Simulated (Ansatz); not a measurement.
BiTe: strain energy, fitted

BiTe, Fm-3m, a = 6.467 Å. The structure is a COD entry; whether it is the stable form wasn't checked. Ansatz: r2SCAN, PAW, 500 eV, Γ-centred 10×10×8 mesh on 4 atoms, Gaussian smearing 0.10 eV; no spin polarisation. Series: equal strain along all axes, cell held, atoms fixed by symmetry; x is the strain in per cent. y is the free energy over the unstrained cell, V0 = 33.801 Å³/atom.

| x (%) | y (meV/atom) |
| --- | --- |
| -4.5 | 116.90 |
| -3.0 | 49.42 |
| -1.5 | 11.91 |
| 0.0 | 0.00 |
| 1.5 | 9.97 |
| 3.0 | ? |
| 4.5 | 82.91 |

Fit y = c2 x² + c3 x³ to the other rows, turn c2 into a modulus, and predict the missing energy.

Least squares on the rows shown. y = 4.9326 x² − 0.18662 x³. In eV per unit strain² c2 is 49.33; the stiffness is B for this strain (E = 9/2 B V0 ε², shape held): 2 × 49.33 × 160.2 / (9 × 33.801) = 52 GPa. The unstrained cell keeps some stress along the strain, worth a slope of -0.26 meV/atom per %, which the form leaves out. At x = 3.0 the fit asked for gives 39.35 meV/atom. The run gave 38.57 meV/atom, so the fit is 0.78 meV/atom too high, 0.67 % of the span of the series, against an rms of 0.24 meV/atom on the fitted rows. With a term in x⁴ added, a fit to the same known rows predicts 39.24 meV/atom, no real gain.

Spin–orbit coupling is left out, which can shift energies with elements as heavy as these.